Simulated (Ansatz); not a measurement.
# AlN: a tetragonal deformation path

The task here is to estimate one member of a computed series from the others.

Method: DFT PBE, scalar-relativistic, plane waves, PAW, in Ansatz 0.2.0.

## The structure to begin with

It takes space group F-43m (No. 216, cubic). Conventional cell: a = 4.368 Å, b = 4.368 Å, c = 4.368 Å, α = 90.00°, β = 90.00°, γ = 90.00°. Al (site symmetry -43m) has 4 N at 1.89 Å in its first shell of neighbours. N (site symmetry -43m) has 4 Al at 1.89 Å in its first shell of neighbours.

As a file:

```cif
data_structure
_symmetry_space_group_name_H-M 'F-43m'
_symmetry_Int_Tables_number 216
_cell_length_a 4.3680
_cell_length_b 4.3680
_cell_length_c 4.3680
_cell_angle_alpha 90.000
_cell_angle_beta 90.000
_cell_angle_gamma 90.000
_cell_volume 83.34
loop_
_atom_site_label
_atom_site_type_symbol
_atom_site_symmetry_multiplicity
_atom_site_Wyckoff_symbol
_atom_site_fract_x
_atom_site_fract_y
_atom_site_fract_z
_atom_site_occupancy
Al1 Al 4 a 0.00000 0.00000 0.00000 1
N1 N 4 c 0.25000 0.25000 0.25000 1
```

It goes back to an entry of the Materials Project, which need not be the stable form.

The cell is taken as given, not relaxed at this level.

## Zero of energy

The reference gives a free energy of -924.2035 eV, pressure 4.86 GPa, largest force 0.000 eV/Å and gap on the mesh 3.33 eV. It was computed beforehand with the settings of the runs below.

Set-up of the first run:

At fixed volume and fractional coordinates, lengths along (0.000, 0.000, 1.000) are scaled against those across it; ρ is that ratio over its starting value.

input.yaml

```yaml
crystal:
  lattice:
    - [0.0, 2.4515732958, 1.7332623201]
    - [2.4515732958, 0.0, 1.7332623201]
    - [2.4515732958, 2.4515732958, 0.0]
  atoms:
    - { symbol: Al, position: [0.0, 0.0, 0.0] }
    - { symbol: "N", position: [0.75, 0.75, 0.75] }
basis:
  ecutwfc: 420
kpoints:
  mp_grid: { grid: [10, 10, 10] }
hamiltonian:
  xc: pbe
scf:
  occupations: { method: gaussian, width: 0.05 }
output:
  forces: true
  stress: true
  eigenvalues: true
  write_density: true
  write_potential: true
  elf: true
  volumetric_format: npy
```

Launch:

```bash
$ ansatz run input.yaml --threads 1 --pin off --max-ram 2560MiB --backend cpu --events-out ev --progress --plain --runs-dir out
```

Among the steps run: At ρ = 0.707; At ρ = 1.414; ρ = 0.850; Point ρ = 1.200; ρ = 0.780; At ρ = 1.300; Point ρ = 0.920; Point ρ = 1.100; Point ρ = 0.650; Point ρ = 1.500; At ρ = 0.960; ρ = 1.050.

One table of the session follows, with a row left open; its other results are not shown here.

| ρ | ΔE (meV/atom) | pressure (GPa) | gap on the mesh (eV) |
| --- | --- | --- | --- |
| 0.650 | 288.6 | -10.2 | 2.53 |
| 0.707 | 187.9 | -5.6 | 2.98 |
| 0.780 | ? | ? | ? |
| 0.850 | 52.3 | 2.5 | 2.75 |
| 0.920 | 16.3 | 4.3 | 2.94 |
| 0.960 | 4.3 | 4.7 | 3.11 |
| 1.000 | 0.0 | 4.9 | 3.33 |
| 1.050 | 7.5 | 4.7 | 3.17 |
| 1.100 | 31.5 | 4.2 | 3.00 |
| 1.200 | 136.7 | 2.8 | 2.64 |
| 1.300 | 325.1 | 1.3 | 2.20 |
| 1.414 | 642.4 | 0.2 | 1.11 |
| 1.500 | 947.4 | 0.4 | 0.00 |

**Question.** Estimate the row for ρ = 0.780.

Worked estimate for «ΔE (meV/atom)». A straight line through the neighbours (0.707, 187.9) and (0.850, 52.3) gives 187.9 + (52.3 − 187.9) × (0.780 − 0.707) / (0.850 − 0.707) = 118.7; a parabola fitted to 4 rows on both sides gives 104.1.

The run gave: ΔE (meV/atom): 105.7; pressure (GPa): -0.7; gap on the mesh (eV): 2.74. In «ΔE (meV/atom)» the line misses by +13.0 and the parabola by -1.6.

Where the gap reads zero, the mesh chosen for the insulator is on the coarse side.

To keep in mind: The final runs have no spin polarisation, so a magnetic state may lie lower.
